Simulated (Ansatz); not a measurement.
Crystal: Tl.

```
Tl
1.0
     3.45600    0.00000    0.00000
    -1.72800    2.99298    0.00000
     0.00000    0.00000    5.52500
Tl
2
Direct
  0.66667 0.33333 0.75000
  0.33333 0.66667 0.25000
```

Base run:

```yaml
Program: Ansatz 0.2.0
Functional: PBEsol
Potentials_or_basis: all-electron LAPW, scalar-relativistic
Cutoff: 167 eV
Density_cutoff: 669 eV
Basis_error_allowed: 0.001 eV/atom
k_mesh: 9 × 9 × 5
Occupations: fermi-dirac, width 0.05 eV
Spin: no spin polarisation
```

Its results: pressure 0.2 GPa.

After a change of settings the same cell gave: pressure 4.8 GPa. Which change was it?
A. occupations from fermi-dirac, width 0.05 eV to gaussian, width 0.02 eV
B. functional from PBEsol to BLYP
C. functional from PBEsol to revPBE
D. functional from PBEsol to PBE

C.

revPBE binds less tightly than PBEsol, so the same cell stands under more pressure.

Not every run made on this cell is shown here.
